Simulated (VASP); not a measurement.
Cu: relaxation of cell and atoms with PBE

The system is Cu.

```xyz
1
Lattice="0.0000 1.8150 1.8150 1.8150 0.0000 1.8150 1.8150 1.8150 0.0000" Properties=species:S:1:pos:R:3 pbc="T T T"
Cu    0.0000    0.0000    0.0000
```

The cell was built by a generator and needn't be a form met in nature.

| Item | Value |
| --- | --- |
| Program | VASP 6.6.1 |
| Task | relaxation of cell and atoms |
| Functional | PBE |
| Potentials or basis | VASP PAW PBE potentials, release 64 (Cu) |
| Cutoff | 600 eV |
| k mesh | 12 × 12 × 12 |
| Occupations | methfessel-paxton, width 0.2 eV |
| Spin | no spin polarisation |
| Further INCAR settings | ALGO = Normal; EDIFF = 1e-06; IBRION = 2; EDIFFG = -0.005; NSW = 60; ISIF = 3 |

| Property | Result |
| --- | --- |
| Relaxed volume | 12.00 Å³/atom |
| Relaxed cell | a = 2.569 Å, b = 2.569 Å, c = 2.569 Å, α = 60.00°, β = 60.00°, γ = 60.00° |
| Space group after relaxing (to 0.05 Å) | Fm-3m (No. 225) |
| Energy gained by relaxing | 0.1 meV/atom |
| Ionic steps | 3 |
| Pressure after relaxing | 0.0 GPa |
| Band gap on the k mesh | none (metal or under the smearing width) |

Final structure:
```
CELL_PARAMETERS angstrom
0.00000 1.81689 1.81689
1.81689 0.00000 1.81689
1.81689 1.81689 0.00000
ATOMIC_POSITIONS crystal
Cu 0.00000 0.00000 0.00000
```

Levels at points of the mesh, in eV from the Fermi level:
```tsv
k point	band 2	band 3	band 4	band 5	band 6	band 7	band 8	band 9
(0.00, 0.00, 0.00)	-2.88	-2.88	-2.88	-2.08	-2.08	22.57	25.10	25.10
(0.50, 0.00, 0.00)	-2.91	-2.91	-1.53	-1.53	-0.86	3.78	21.07	21.93
(0.50, 0.50, 0.00)	-4.24	-1.54	-1.39	-1.39	1.61	7.11	13.06	13.06
```

Run time: 9.8 s on 4 MPI ranks on AMD EPYC 7R13 Processor (Zen 3), on a shared host, peak memory 0.12 GiB a rank.
